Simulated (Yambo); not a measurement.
Input of a Yambo 5.3.0 run:

Contents of hf2.in:

```
rim_cut
HF_and_locXC
RandQpts= 1000000
RandGvec= 50 RL
EXXRLvcs= 82 Ry
VXCRLvcs= 82 Ry
% QPkrange
 1 | 1 | 11 | 15 |
%
```

The input scf.in:

```
&CONTROL
  calculation = 'scf'
  prefix = 'pwscf'
  outdir = './tmp'
  pseudo_dir = './pseudo'
/
&SYSTEM
  ibrav = 0
  nat = 2
  ntyp = 2
  ecutwfc = 82
  nbnd = 20
  occupations = 'smearing'
  smearing = 'fd'
  degauss = 0.00367493
  force_symmorphic = .true.
/
&ELECTRONS
  conv_thr = 4d-10
  electron_maxstep = 120
  mixing_beta = 0.5
/
ATOMIC_SPECIES
In   114.8180 In.upf
P     30.9738 P.upf
CELL_PARAMETERS angstrom
   0.0000000000    2.9305000000    2.9305000000
   2.9305000000    0.0000000000    2.9305000000
   2.9305000000    2.9305000000    0.0000000000
ATOMIC_POSITIONS crystal
In     0.0000000000    0.0000000000    0.0000000000
P      0.7500000000    0.7500000000    0.7500000000
K_POINTS automatic
8 8 8 0 0 0
```

Contents of nscf.in:

```
&CONTROL
  calculation = 'nscf'
  prefix = 'pwscf'
  outdir = './tmp'
  pseudo_dir = './pseudo'
/
&SYSTEM
  ibrav = 0
  nat = 2
  ntyp = 2
  ecutwfc = 82
  nbnd = 113
  occupations = 'fixed'
  force_symmorphic = .true.
/
&ELECTRONS
  conv_thr = 1d-08
  diago_full_acc = .true.
  diago_thr_init = 1d-06
/
ATOMIC_SPECIES
In   114.8180 In.upf
P     30.9738 P.upf
CELL_PARAMETERS angstrom
   0.0000000000    2.9305000000    2.9305000000
   2.9305000000    0.0000000000    2.9305000000
   2.9305000000    2.9305000000    0.0000000000
ATOMIC_POSITIONS crystal
In     0.0000000000    0.0000000000    0.0000000000
P      0.7500000000    0.7500000000    0.7500000000
K_POINTS automatic
6 6 6 0 0 0
```

Potentials or basis: PseudoDojo 0.4 SR PBEsol stringent.

Command:

```console
$ OMP_NUM_THREADS=1 pw.x -in scf.in > scf.out
$ OMP_NUM_THREADS=1 pw.x -in nscf.in > nscf.out
$ cd tmp/pwscf.save; p2y; mv SAVE ../..; cd ../..
$ OMP_NUM_THREADS=1 yambo
$ mkdir -p hf2; ln -s $PWD/g0w00/ndb.RIM hf2/
$ OMP_NUM_THREADS=1 yambo -F hf2.in -J hf2 -C hf2_out
```

Estimate the quasiparticle gap.

5.89 eV.

What does it give for the least direct quasiparticle gap?

5.89 eV.

What does it give for the quasiparticle gap at Γ?

5.89 eV.

What does it give for the band gap of the same states before the correction?

0.61 eV.

What does it give for the band gap on the k mesh, mean-field level?

0.61 eV, direct.

Quasiparticle terms (eV):
| k point | band | Kohn-Sham level | Vxc | Σx | Σc | Z | result |
| --- | --- | --- | --- | --- | --- | --- | --- |
| (0.000, 0.000, 0.000) | 11 | 0.00 | -12.83 | -14.53 | - | - | -1.70 |
| (0.000, 0.000, 0.000) | 12 | 0.00 | -12.83 | -14.53 | - | - | -1.70 |
| (0.000, 0.000, 0.000) | 13 | 0.00 | -12.83 | -14.53 | - | - | -1.70 |
| (0.000, 0.000, 0.000) | 14 | 0.61 | -11.75 | -8.18 | - | - | 4.19 |
| (0.000, 0.000, 0.000) | 15 | 4.02 | -10.91 | -6.47 | - | - | 8.45 |

Caveat: spin-orbit coupling is left out, which moves the levels of the heavy elements.

**Experimental background.**

A printed reference work, data compilation reports, for a bulk crystal of InP at 1.6 K: band gap 1.4236 eV (direct).

Measured gap of InP: 1.4236 eV (direct; 1.6 K; a printed reference work, data compilation). This calculation gives 5.89 eV (+4.46 eV). So large a miss can be the level of theory's own, or it may mean another phase, state or a wrong row. Spin-orbit coupling on In is left out. The value is that of Hartree-Fock on PBEsol, without temperature or zero-point motion.
